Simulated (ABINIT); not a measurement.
# Ta (P6_3/mmc) in ABINIT: further runs

Aim: see how the results for Ta move with the level of theory and the settings. Levels: LDA, PBEsol. Tasks: relaxation of cell and atoms.

All numbers are computed with ABINIT 10.8.3 (patched build); they aren't measurements. Logs are shortened: lines on timing, memory, paths and dates and some standing lists are left out, and cuts for length are marked. The log counts tension as positive stress, the text compression.

## Step 1: Starting point

Symmetry: P6_3/mmc, No. 194, hexagonal system. Conventional cell: a = 2.900 Å, b = 2.900 Å, c = 5.166 Å, α = 90.00°, β = 90.00°, γ = 120.00°. Around Ta (site symmetry -6m2) lie 12 Ta at 2.90 to 3.08 Å.

This isn't the form of Ta at room conditions, which is bcc.

## Step 2: Relaxation of cell and atoms, LDA

The input, run.abi:

```
# Pseudopotentials
pp_dirpath "./"
pseudos "Ta.LDA_PW-JTH.xml"

# Structure
acell 5.4809088767 5.4809088767 9.7628429448
rprim
     1.0000000000     0.0000000000     0.0000000000
    -0.5000000000     0.8660254038     0.0000000000
     0.0000000000     0.0000000000     1.0000000000
ntypat 1
znucl 73
natom 2
typat 1 1
xred
     0.3333333333     0.6666666667     0.2500000000
     0.6666666667     0.3333333333     0.7500000000
chkprim 0
chksymtnons 0
tolsym 1.0e-6

# Plane-wave basis
ecut 19.0
pawecutdg 38.0

# k points
kptopt 1
ngkpt 11 11 5
nshiftk 1
shiftk 0.0 0.0 0.0

# Exchange and correlation
ixc 7

# Bands and occupations
nband 17
occopt 3
tsmear 0.05 eV

# SCF cycle
nstep 100
tolvrs 1.0e-9

# Output
iomode 3
prtwf 0
prtden 0
prteig 0
prtebands 0
enunit 1

# Relaxation
ionmov 22
ntime 60
tolmxf 0.0001
optcell 2
dilatmx 1.08
ecutsm 0.5
```

Potentials or basis: JTH PAW LDA v2.0.

Command:

```bash
> abinit run.abi > log 2>&1
```

run.abo:

```text
.Version 10.8.3 of ABINIT
 Symmetries : space group P6_3/m m c (#194); Bravais hP (primitive hexag.)
================================================================================
 Values of the parameters that define the memory need of the present run
     intxc =       0    ionmov =      22      iscf =      17    lmnmax =      18
     lnmax =       6     mgfft =      45  mpssoang =       3    mqgrid =    3001
     natom =       2  nloc_mem =       2    nspden =       1   nspinor =       1
    nsppol =       1      nsym =      24    n1xccc =       1    ntypat =       1
    occopt =       3   xclevel =       1
       mpw =        1280          nfft =       25920          nkpt =          48
 PAW method is used; the additional fine FFT grid is defined by:
   mgfftf=        60    nfftf =     77760
================================================================================
================================================================================

--------------------------------------------------------------------------------
------------- Echo of variables that govern the present computation ------------
--------------------------------------------------------------------------------
 -outvars: echo values of preprocessed input variables --------
            acell      5.4809088767E+00  5.4809088767E+00  9.7628429448E+00 Bohr
              amu      1.80947900E+02
          chkprim           0
      chksymtnons           0
          dilatmx      1.08000000E+00
             ecut      1.90000000E+01 Hartree
           ecutsm      5.00000000E-01 Hartree
           enunit           1
           ionmov          22
              ixc           7
         kptrlatt       11    0    0      0   11    0      0    0    5
          kptrlen      4.88142147E+01
            natom           2
            nband          17
            ngfft          24      24      45
          ngfftdg          36      36      60
             nkpt          48
            nstep         100
             nsym          24
            ntime          60
           ntypat           1
           occopt           3
          optcell           2
        pawecutdg      3.80000000E+01 Hartree
           prtden           0
        prtebands           0
           prteig           0
            prtwf           0
            rprim      1.0000000000E+00  0.0000000000E+00  0.0000000000E+00
                      -5.0000000000E-01  8.6602540380E-01  0.0000000000E+00
                       0.0000000000E+00  0.0000000000E+00  1.0000000000E+00
          spgroup         194
           tolmxf      1.00000000E-04
           tolsym      1.00000000E-06
           tolvrs      1.00000000E-09
           tsmear      1.83746611E-03 Hartree
            typat      1  1
           useylm           1
           xangst      3.7716913284E-16  1.6745305958E+00  1.2915684991E+00
                       1.4501860353E+00  8.3726529788E-01  3.8747054974E+00
            xcart      7.1274636421E-16  3.1644042154E+00  2.4407107362E+00
                       2.7404544383E+00  1.5822021077E+00  7.3221322086E+00
             xred      3.3333333333E-01  6.6666666667E-01  2.5000000000E-01
                       6.6666666667E-01  3.3333333333E-01  7.5000000000E-01
            znucl       73.00000

================================================================================

 chkinp: Checking input parameters for consistency.

================================================================================
== DATASET  1 ==================================================================

--- !DatasetInfo
iteration_state: {dtset: 1, }
dimensions: {natom: 2, nkpt: 48, mband: 17, nsppol: 1, nspinor: 1, nspden: 1, mpw: 1280, }
cutoff_energies: {ecut:  19.0, pawecutdg:  38.0, }
electrons: {nelect:   2.60000000E+01, charge:   0.00000000E+00, occopt:   3.00000000E+00, tsmear:   1.83746611E-03, }
meta: {optdriver: 0, ionmov: 22, optcell: 2, iscf: 17, paral_kgb: 0, }
...

 Exchange-correlation functional for the present dataset will be:
  LDA: Perdew-Wang 92 LSD fit to Ceperley-Alder data - ixc=7
  J.P.Perdew and Y.Wang, PRB 45, 13244 (1992)

 Real(R)+Recip(G) space primitive vectors, cartesian coordinates (Bohr,Bohr^-1):
 R(1)=  5.4809089  0.0000000  0.0000000  G(1)=  0.1824515  0.1053384  0.0000000
 R(2)= -2.7404544  4.7466063  0.0000000  G(2)=  0.0000000  0.2106768  0.0000000
 R(3)=  0.0000000  0.0000000  9.7628429  G(3)=  0.0000000  0.0000000  0.1024292
 Unit cell volume ucvol=  2.5398736E+02 bohr^3
 Angles (23,13,12)=  9.00000000E+01  9.00000000E+01  1.20000000E+02 degrees

 Coarse grid specifications (used for wave-functions):

 getcut: wavevector=  0.0000  0.0000  0.0000  ngfft=  24  24  45
         ecut(hartree)=     22.162   => boxcut(ratio)=   2.06630

 Fine grid specifications (used for densities):

 getcut: wavevector=  0.0000  0.0000  0.0000  ngfft=  36  36  60
         ecut(hartree)=     44.323   => boxcut(ratio)=   2.05066

--- Pseudopotential description ------------------------------------------------
- pspini: atom type   1  psp file is ./Ta.LDA_PW-JTH.xml
 Pseudopotential format is: paw10
 basis_size (lnmax)=  6 (lmn_size= 18), orbitals=   0   0   1   1   2   2
 Spheres core radius: rc_sph= 2.41973345
 Shapefunction is SIN type: shapef(r)=[sin(pi*r/rshp)/(pi*r/rshp)]**2
 Radius for shape functions =  2.11065461
 Compensation charge density is not taken into account in XC energy/potential

   3.93464474E+03                                ecore*ucvol(ha*bohr**3)
--------------------------------------------------------------------------------

================================================================================

=== [ionmov=22] Limited-memory Broyden-Fletcher-Goldfarb-Shanno method
================================================================================

--- Iteration: ( 1/60) Internal Cycle: (1/1)
--------------------------------------------------------------------------------

---SELF-CONSISTENT-FIELD CONVERGENCE--------------------------------------------

--- !BeginCycle
iteration_state: {dtset: 1, itime: 1, icycle: 1, }
solver: {iscf: 17, nstep: 100, nline: 4, wfoptalg: 10, }
tolerances: {tolvrs: 1.00E-09, }
...
[... 450 lines left out ...]
  5.35609713167600E+00  0.00000000000000E+00  0.00000000000000E+00
 -2.67804856583800E+00  4.63851618125173E+00  0.00000000000000E+00
  0.00000000000000E+00  0.00000000000000E+00  9.59953523518747E+00
 Unitary Cell Volume (ucvol) [Bohr^3]=  2.38494148074381E+02
 Angles (23,13,12)= [degrees]
  9.00000000000000E+01  9.00000000000000E+01  1.19999999999554E+02
 Lengths [Bohr]
  5.35609713167600E+00  5.35609713174818E+00  9.59953523518747E+00
 Stress tensor in cartesian coordinates (strten) [Ha/bohr^3]
  4.71607048732614E-07  0.00000000000000E+00  0.00000000000000E+00
  0.00000000000000E+00  4.71604562707340E-07  0.00000000000000E+00
  0.00000000000000E+00  0.00000000000000E+00 -9.84095752207259E-07
 Total energy (etotal) [Ha]= -1.18473406487228E+02

 Difference of energy with previous step (new-old):
           Absolute (Ha)=-4.03016E-08
           Relative     =-3.40174E-10

 At Broyd/MD step   5, gradients are converged :
  max grad (force/stress) = 9.8410E-05 < tolmxf= 1.0000E-04 ha/bohr (free atoms)

================================================================================

 ----iterations are completed or convergence reached----

 Mean square residual over all n,k,spin=   18.982E-09; max=  11.740E-06
 reduced coordinates (array xred) for    2 atoms
       0.333333333333      0.666666666667      0.250000000000
       0.666666666667      0.333333333333      0.750000000000
 rms dE/dt=  1.4542E-28; max dE/dt=  1.3463E-28; dE/dt below (all hartree)
    1       0.000000000000     -0.000000000000      0.000000000000
    2      -0.000000000000      0.000000000000      0.000000000000

 cartesian coordinates (angstrom) at end:
    1      0.00000000000000     1.63639803590533     1.26996381956884
    2      1.41716226977151     0.81819901795267     3.80989145870651

 cartesian forces (hartree/bohr) at end:
    1     -0.00000000000000     0.00000000000000    -0.00000000000000
    2      0.00000000000000    -0.00000000000000    -0.00000000000000
 frms,max,avg= 2.2168099E-29 3.7704393E-29   0.000E+00  0.000E+00  0.000E+00 h/b

 cartesian forces (eV/Angstrom) at end:
    1     -0.00000000000000     0.00000000000000    -0.00000000000000
    2      0.00000000000000    -0.00000000000000    -0.00000000000000
 frms,max,avg= 1.1399295E-27 1.9388378E-27   0.000E+00  0.000E+00  0.000E+00 e/A
 length scales=  5.356097131676  5.356097131748  9.599535235187 bohr
              =  2.834324539543  2.834324539581  5.079855278275 angstroms
 Fermi (or HOMO) energy (eV) =   1.53566   Average Vxc (eV)= -12.81517
 Eigenvalues (   eV  ) for nkpt=  48  k points:
 kpt#   1, nband= 17, wtk=  0.00165, kpt=  0.0000  0.0000  0.0000 (reduced coord)
 -65.95324  -65.87682  -32.98767  -31.99113  -31.84230  -31.84230  -31.74530  -31.74530
  -6.85171   -3.59587    0.78404    1.65197    2.09225    2.09225    2.68734    2.68734
   4.67665
 prteigrs : prtvol=0 or 1, do not print more k-points.

--- !EnergyTerms
iteration_state     : {dtset: 1, itime: 5, icycle: 1, }
comment             : Components of total free energy in Hartree
kinetic             :  1.21853658860369E+01
hartree             :  1.55695010178192E+01
xc                  : -1.62540251615128E+01
Ewald energy        : -9.90354104209581E+01
psp_core            :  1.64978670055707E+01
local_psp           : -1.50715546923239E+01
PAW spherical_terms : -3.23646005036993E+01
internal            : -1.18472856869067E+02
'-kT*entropy'       : -5.53287684981400E-04
total_energy        : -1.18473410156752E+02
total_energy_eV     : -3.22382572365391E+03
...

--- !EnergyTermsDC
iteration_state     : {dtset: 1, itime: 5, icycle: 1, }
comment             : '"Double-counting" decomposition of free energy'
band_energy         : -2.43217587096054E+01
Ewald energy        : -9.90354104209581E+01
psp_core            :  1.64978670055707E+01
xc_dc               : -2.36383129187324E+01
PAW spherical_terms :  1.20247618441817E+01
internal            : -1.18472853199543E+02
'-kT*entropy'       : -5.53287684981400E-04
total_energy_dc     : -1.18473406487228E+02
total_energy_dc_eV  : -3.22382562380108E+03
...

--- !EnergyTermsWithPAWCore
iteration_state     : {dtset: 1, itime: 5, icycle: 1, }
comment             : 'Components of total free energy, including PAW core contributions'
Total energy        : -3.11914588541260E+04
Total energy DC     : -3.11914588504565E+04
Total energy (eV)   : -8.48762834455247E+05
Total energy DC (eV): -8.48762834355394E+05
...

 Cartesian components of stress tensor (hartree/bohr^3)
  sigma(1 1)=  4.71607049E-07  sigma(3 2)=  0.00000000E+00
  sigma(2 2)=  4.71604563E-07  sigma(3 1)=  0.00000000E+00
  sigma(3 3)= -9.84095752E-07  sigma(2 1)=  0.00000000E+00

-Cartesian components of stress tensor (GPa)         [Pressure=  4.0095E-04 GPa]
- sigma(1 1)=  1.38751584E-02  sigma(3 2)=  0.00000000E+00
- sigma(2 2)=  1.38750853E-02  sigma(3 1)=  0.00000000E+00
- sigma(3 3)= -2.89530966E-02  sigma(2 1)=  0.00000000E+00

== END DATASET(S) ==============================================================
================================================================================

 -outvars: echo values of variables after computation  --------
            acell      5.3560971317E+00  5.3560971317E+00  9.5995352352E+00 Bohr
           etotal     -1.1847340649E+02
            fcart     -3.7704393100E-29  7.2562138353E-30 -0.0000000000E+00
                       3.7704393100E-29 -7.2562138353E-30 -0.0000000000E+00
            rprim      1.0000000000E+00  0.0000000000E+00  0.0000000000E+00
                      -4.9999999999E-01  8.6602540379E-01  0.0000000000E+00
                       0.0000000000E+00  0.0000000000E+00  1.0000000000E+00
           strten      4.7160704873E-07  4.7160456271E-07 -9.8409575221E-07
                       0.0000000000E+00  0.0000000000E+00  0.0000000000E+00
           xangst      3.3922427612E-16  1.6363980359E+00  1.2699638196E+00
                       1.4171622698E+00  8.1819901795E-01  3.8098914587E+00
             xred      3.3333333333E-01  6.6666666667E-01  2.5000000000E-01
                       6.6666666667E-01  3.3333333333E-01  7.5000000000E-01
 Calculation completed.
```

Wall time 92 s (1 thread of Intel Xeon Platinum 8488C (Sapphire Rapids), shared host); peak memory 0.13 GiB.

What came out:

| Item | Value |
| --- | --- |
| Free energy | -3223.8256 eV |
| Relaxed volume | 17.67 Å³/atom |
| Relaxed cell | a = 2.834 Å, b = 2.834 Å, c = 5.080 Å, α = 90.00°, β = 90.00°, γ = 120.00° |
| Space group after relaxing (to 0.05 Å) | P6_3/mmc (No. 194) |
| Energy gained by relaxing | 46.4 meV/atom |
| Ionic steps | 5 |
| Pressure after relaxing | 0.0 GPa |
| Band gap on the k mesh | none (metal or under the smearing width) |
| Valence electrons inside the program's atomic spheres | Ta 10.71 (radii [1.2805] Å) |

Step by step:
| step | energy change (eV) | largest force (eV/Å) | pressure (GPa) | volume (Å³) |
| --- | --- | --- | --- | --- |
| 1 | 0.0000 | 0.0000 | -12.07 | 37.64 |
| 2 | -0.0768 | 0.0000 | -5.33 | 36.26 |
| 3 | -0.0927 | 0.0000 | 0.44 | 35.27 |
| 4 | -0.0928 | 0.0000 | -0.01 | 35.34 |
| 5 | -0.0928 | 0.0000 | 0.00 | 35.34 |

Final structure:
```yaml
crystal:
  lattice:
    - [2.83432, 0.00000, 0.00000]
    - [-1.41716, 2.45460, 0.00000]
    - [0.00000, 0.00000, 5.07986]
  atoms:
    - { symbol: Ta, position: [0.33333, 0.66667, 0.25000] }
    - { symbol: Ta, position: [0.66667, 0.33333, 0.75000] }
```

Levels at points of the mesh, in eV from the Fermi level:
```tsv
k point	band 10	band 11	band 12	band 13	band 14	band 15	band 16	band 17
(0.00, 0.00, 0.00)	-5.13	-0.75	0.12	0.56	0.56	1.15	1.15	3.14
```

The run has no spin-orbit coupling, so splittings on Ta are missing.

## Step 3: Relaxation of cell and atoms, PBEsol

run.abi, as its differences from that of step 2:

```diff
@@ -2,3 +2,3 @@
 pp_dirpath "./"
-pseudos "Ta.LDA_PW-JTH.xml"
+pseudos "Ta.GGA_PBE-JTH.xml"
 
@@ -24,2 +24,3 @@
 pawecutdg 38.0
+pawxcdev 0
 
@@ -32,3 +33,3 @@
 # Exchange and correlation
-ixc 7
+ixc -116133
```

Potentials or basis: JTH PAW PBE v2.0.

Command:

```bash
> abinit run.abi > log 2>&1
```

Run time: 1.7 min. Hardware: 1 thread of Intel Xeon Platinum 8488C (Sapphire Rapids), shared host; peak memory 0.15 GiB.

Results (log left out):

| Property | Result |
| --- | --- |
| Free energy | -3212.0012 eV |
| Relaxed volume | 18.13 Å³/atom |
| Relaxed cell | a = 2.861 Å, b = 2.861 Å, c = 5.115 Å, α = 90.00°, β = 90.00°, γ = 120.00° |
| Space group after relaxing (to 0.05 Å) | P6_3/mmc (No. 194) |
| Energy gained by relaxing | 16.3 meV/atom |
| Ionic steps | 5 |
| Pressure after relaxing | 0.0 GPa |
| Band gap on the k mesh | none (metal or under the smearing width) |
| Valence electrons inside the program's atomic spheres | Ta 10.65 (radii [1.2805] Å) |

Step by step:
| step | energy change (eV) | largest force (eV/Å) | pressure (GPa) | volume (Å³) |
| --- | --- | --- | --- | --- |
| 1 | 0.0000 | 0.0000 | -7.16 | 37.64 |
| 2 | -0.0269 | 0.0000 | -3.10 | 36.82 |
| 3 | -0.0325 | 0.0000 | 0.19 | 36.22 |
| 4 | -0.0326 | 0.0000 | 0.00 | 36.26 |
| 5 | -0.0326 | 0.0000 | 0.00 | 36.26 |

Final structure:
```yaml
crystal:
  lattice:
    - [2.86100, 0.00000, 0.00000]
    - [-1.43050, 2.47770, 0.00000]
    - [0.00000, 0.00000, 5.11492]
  atoms:
    - { symbol: Ta, position: [0.33333, 0.66667, 0.25000] }
    - { symbol: Ta, position: [0.66667, 0.33333, 0.75000] }
```

Levels at points of the mesh, in eV from the Fermi level:
```
           k point  band 10  band 11  band 12  band 13  band 14  band 15  band 16  band 17
(0.00, 0.00, 0.00)    -5.06    -0.67    -0.06     0.58     0.58     1.17     1.17     3.09
```

Caveat: the PAW data sets were made with another functional, which shifts forces and pressure a little.
